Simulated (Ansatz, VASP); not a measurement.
# GaSb in two plane-wave programs, part 2 of 2

Aim: how closely do two programs agree when they are given the same cell, functional and k mesh? The cell is taken from a series of runs on this material, whose earlier steps may have relaxed, scaled, displaced or heated it; both programs get it as it stands.

VASP 6.6.1 and Ansatz 0.2.0.

So far: The structure; VASP: zone-centre phonons, LDA.

## Step 3: Ansatz: zone-centre phonons, LDA

Level of this step: Ansatz beside VASP: Kohn-Sham DFT, plane waves, LDA (Ansatz).

Ansatz runs on its PAW soft_1 files.

The same cell, functional (in two slightly different forms), mesh and smearing now go to Ansatz, which takes its cutoff from its data sets.

input.yaml reads:

```yaml
crystal:
  lattice:
    - [0.0, 2.9975785731, 3.1150971205]
    - [2.9975785731, 0.0, 3.1150971205]
    - [2.9975785731, 2.9975785731, 0.0]
  atoms:
    - { symbol: Ga, position: [0.0, 0.0, 0.0] }
    - { symbol: Sb, position: [0.75, 0.75, 0.75] }
kpoints:
  mp_grid: { grid: [12, 12, 12] }
hamiltonian:
  xc: lda
  pseudopotentials: { kind: paw, azcp: { folder: soft_1 }, xc_functional: pbe }
scf:
  occupations: { method: methfessel_paxton, width: 0.2 }
output:
  eigenvalues: true
phonons:
  method: dfpt
```

Command:

```
ansatz run input.yaml --threads 4 --pin off --max-ram 10240MiB --backend cpu --events-out ev --progress --plain --runs-dir out
```

Numbers of over 12 decimals in the logs are rounded to 6 here.

What it wrote:

```text
zone centre: on kpoints.mp_grid the ground state, and the responses unless they are solved on pairs of k-points, stand on 280 of the mesh's 1728 k-points, reduced under 4 symmetry operations, with k and −k counted as one. Each operation leaves every solved displacement unchanged or reverses it
Engine: ansatz 0.2.0, x86_64-unknown-linux-gnu
Pseudopotentials: kind: paw
Pseudopotential: Ga, paw, valence charge 13, recommended cutoff 420 eV (normal), soft_1/Ga.paw.azcp
Pseudopotential: Sb, paw, valence charge 15, recommended cutoff 420 eV (normal), soft_1/Sb.paw.azcp
Functional definition: SPW92
  exchange = slater_x
  correlation = pw_c
Crystal: 2 atoms, lattice volume = 55.981 Å³
Basis set: ecut = 420 eV, 1091 PW (Γ), exchange–correlation on 60×60×60 points (8 copies of the dense FFT grid, shifted against one another)
Bands: 18, of which v1, the nominal top of the filled ones, is band 14 counted from 1 (13 counted from 0)
Symmetry: 8 space group operations
k-points: 280 of 1728 (irreducible under 4 space group operations, time reversal used)
Non-local potential: Ga, projectors of the file, l = 0: 2, l = 1: 2, l = 2: 3, l = 3: 1
Non-local potential: Sb, projectors of the file, l = 0: 2, l = 1: 2, l = 2: 2, l = 3: 1
PAW form: soft (Blöchl's): semilocal exchange-correlation on the pseudo side does not see the compensation charge
PAW frozen core: Ga, regenerated for the run's functional, and the local potential with it (the file was generated under x = pbe(κ = 0.804, μ = 0.219515), c = pbe(β = 0.066725))
PAW frozen core: Sb, regenerated for the run's functional, and the local potential with it (the file was generated under x = pbe(κ = 0.804, μ = 0.219515), c = pbe(β = 0.066725))
PAW one-centre angular grid: Ga, 590 points (default); XC on 64 Gauss nodes
PAW one-centre angular grid: Sb, 590 points (default); XC on 64 Gauss nodes
Initial density: superposition of atomic densities (chi_scale 0.1, normalization cell, long waves kept (reshape's long-wave potential 0.00 eV rms))
Initial wavefunctions: pseudopotential atomic-orbital guess
Functional: x = slater, c = lda
SCF iter   1: F=—  HF=-10043.240460 eV  |F-HF|=—  |Δ(HF+E_count)|=         —  Δρ=3.11e-2  dr2=4.48e-1  ethr=3.10e-3  ⟨swp⟩=5.5  Hψ=25755  notcnv=0
preconditioner: auto → none  [insulator: Δε(μ)=0.268 eV  Ē_g=14.906 eV  σ=0.200 eV  W_gap=0.62  n_scr=14 (ndim 8)  ℏωp=21.1 eV  f_vac=0.004  D(μ)=0.02/eV (n_scr^D=0)  ε∞_Penn≈3.0]
SCF iter   2: F=—  HF=-10043.125795 eV  |F-HF|=—  |Δ(HF+E_count)|=   1.15e-1  S|Δr|=    0.00e0  Δρ=1.38e-2  dr2=6.80e-2  ethr=1.60e-3  ⟨swp⟩=2.0  Hψ=8394  notcnv=0
SCF iter   3: F=—  HF=-10043.117621 eV  |F-HF|=—  |Δ(HF+E_count)|=   8.17e-3  S|Δr|=    0.00e0  Δρ=4.98e-3  dr2=1.28e-2  ethr=2.43e-4  ⟨swp⟩=2.0  Hψ=8583  notcnv=0
SCF iter   4: F=—  HF=-10043.112233 eV  |F-HF|=—  |Δ(HF+E_count)|=   5.39e-3  S|Δr|=    0.00e0  Δρ=9.12e-4  dr2=2.61e-4  ethr=4.56e-5  ⟨swp⟩=2.0  Hψ=7561  notcnv=0
SCF iter   5: F=—  HF=-10043.112158 eV  |F-HF|=—  |Δ(HF+E_count)|=   7.44e-5  S|Δr|=    0.00e0  Δρ=4.34e-4  dr2=3.39e-5  ethr=9.31e-7  ⟨swp⟩=2.0  Hψ=7563  notcnv=0
SCF iter   6: F=—  HF=-10043.112155 eV  |F-HF|=—  |Δ(HF+E_count)|=   3.05e-6  S|Δr|=    0.00e0  Δρ=2.07e-5  dr2=1.80e-7  ethr=1.21e-7  ⟨swp⟩=2.0  Hψ=7878  notcnv=0
SCF iter   7: F=—  HF=-10043.112155 eV  |F-HF|=—  |Δ(HF+E_count)|=   1.12e-7  S|Δr|=    0.00e0  Δρ=4.67e-6  dr2=7.43e-9  ethr=6.44e-10  ⟨swp⟩=2.0  Hψ=8967  notcnv=0
SCF iter   8: F=—  HF=-10043.112155 eV  |F-HF|=—  |Δ(HF+E_count)|=   1.26e-9  S|Δr|=    0.00e0  Δρ=8.98e-7  dr2=2.86e-10  ethr=2.65e-11  ⟨swp⟩=2.1  Hψ=7380  notcnv=0
SCF iter   9: F=-10043.112155 eV  HF=-10043.112155 eV  |F-HF|=7.28e-12  |Δ(HF+E_count)|=  1.38e-10  S|Δr|=    0.00e0  Δρ=1.55e-7  dr2=5.78e-12  ethr=1.00e-12  ⟨swp⟩=5.0  Hψ=27892  notcnv=0
SCF 1 converged in 9 iterations: F = -10043.112155 eV  dr2 = 5.78e-12
  greatest PAW one-centre occupation: 0.996 electrons in one spin orbital (limit 2), on the Sb atom at site 1 (counted from 0), in its partial waves of l = 2
DFPT response loops at Γ: preconditioner auto → Kerker (q_TF=auto, 2.431 Å⁻¹) (partly filled bands, converged f_vac=0.073); β = 1.00, the filter's whole step (`scf.mixing.beta` (0.50) is not read by the response loops under this deck's `scf.mixing.preconditioner`; to damp them name `kerker` or `kerker_dos`, under which they read `scf.mixing.beta`, and type it under 1.00, their step now; both keys bind the ground state too); Broyden in place of MSR1
SCF converged after 9 iterations
Stability not checked: this state was not tested for a lower state beside it, because cold or Methfessel-Paxton smearing, or corrected tetrahedra, fill the levels in a way that the test cannot read (fill_not_monotonic; see scf.lower_state_search)
Free energy (F): -10043.112155 eV
Harris-Foulkes:  -10043.112155 eV  (|F-HF|=7.28e-12)
Internal energy: -10043.112632 eV  (E = F + TS)
E sigma→0 (E₀):  -10043.112275 eV
Entropy (-TS):   0.000477 eV (0.239 meV/atom)
Fermi energy:    7.897504 eV
Step filling:    the computed levels leave a gap of 0.0000 eV = 0.0 smearing widths at the electron count; against every level under it full and every level over it empty, smearing changes F+E_penalty+E_count by +0.132 meV and its σ→0 estimate by +0.013 meV
--- Per-component energies (eV) ---
  E_band       = -260.358236
  E_kinetic    = 277.460063
  E_local      = -3357.078723  (includes V_loc(G=0)·N_el)
  E_nonlocal   = 302.858982
  E_hartree    = 1717.326207
  E_xc         = -161.418165
  E_vxc        = -147.477792  (∫ρ·V_xc dr)
  E_paw        = -6311.381565  (= ΣΔE_a)
  E_vpaw       = -770.772995  (= ΣTr[D̂ρ^β])
  E_aug_tail   = -0.000090  (compensation charges beyond the density's cutoff)
  E_ewald      = -2513.166633
  E_core_change = 2.287292  (= ΣΔE_core)
  E_smearing   = 0.000477  (= −TS)
  E_closure    = 0.000000  (closes the sum)
  Σ components = -10043.112155   (vs F -10043.112155, Δ=0.00e0)
--- Band table (eV; the first three rows and the last of 280) ---
  k-point 0: bands = [... 10 lower, -3.8962, 7.6332, 7.7673, 7.8725, 7.8725, 10.5344, 10.5344, 10.6488]
  k-point 1: bands = [... 10 lower, -3.8229, 6.4352, 7.5822, 7.7514, 8.6636, 10.7039, 10.7106, 10.8976]
  k-point 2: bands = [... 10 lower, -3.6074, 5.0198, 7.2783, 7.4802, 8.7553, 11.1060, 11.1122, 11.7596]
  k-point 279: bands = [... 10 lower, -1.4789, 0.7344, 5.3091, 5.3091, 8.8165, 9.0937, 16.5454, 16.5454]
--- Phonons (Γ-DFPT): 4 representative perturbations + reference, on 280 of 1728 k-points (Σ response iterations 12) ---
  k mesh reduced under 4 symmetry operations, with k and −k counted as one. Each operation leaves every solved displacement unchanged or reverses it
  ASR residual: 2.554e-4 → 0.000e0 eV/Å²; symmetrization residual: 2.634e-6 eV/Å²
  ASR residual per site (eV/Å²): 2.55e-4 5.77e-5
  Γ frequencies (cm⁻¹): 0.00 0.00 0.00 220.14 221.29 221.29
  non-analytic LO–TO correction: not included (Born effective charges unavailable; polar crystals: no LO–TO splitting at Γ)
```

## Step 4: Side by side

Known differences besides the potentials themselves: the two LDA forms differ slightly; the data sets hold 28 valence electrons in Ansatz (on its PAW soft_1 files) and 18 in VASP; the cutoff is 420 eV in Ansatz and 500 eV in VASP; VASP's log shows a relativistic correction to its local exchange, Ansatz's none. Total energies have different zeros and are not compared.

The two programs side by side:

```csv
quantity,Ansatz,VASP,difference
optical mode 1 (cm⁻¹),220.1,222.2,-0.93 %
optical mode 2 to 3 (cm⁻¹),221.3,223.2,-0.84 %
```

Modes are paired by rising frequency, not by their patterns, so a pair may set unlike modes beside each other; they are those without the splitting of longitudinal modes.

## Step 5: What came out

| Item | Value |
| --- | --- |
| r.m.s. difference of the optical zone-centre modes, each program's sorted by frequency (zone-centre phonons, LDA) | 1.9 cm⁻¹ |
| difference in optical mode 1 (zone-centre phonons, LDA) | -0.9 % |

The r.m.s. difference of the optical zone-centre modes, each program's sorted by frequency is 1.9 cm⁻¹ (zone-centre phonons, LDA). The data sets hold unlike numbers of valence electrons (28 in Ansatz and 18 in VASP), so part of the differences comes from the potentials. Among the rows given in per cent, the largest difference of the zone-centre phonons, LDA pair is in optical mode 1, -0.9 %. Such differences can come from data sets, numerical settings and the points named under the comparisons, not from the functional's error against experiment.

[Lines on the potential files, build, host, timing and source positions are cut from VASP's logs without a mark.]

[Logs are printed without paths, hosts, clocks, repeated set-up lines and the standing remarks that a program may print on its own settings, such as how far it seeks lower states.]

[Hosts, paths, dates, database ids (printed as entryN), source tags and the programs' standing remarks are cut or masked in the printed files.]
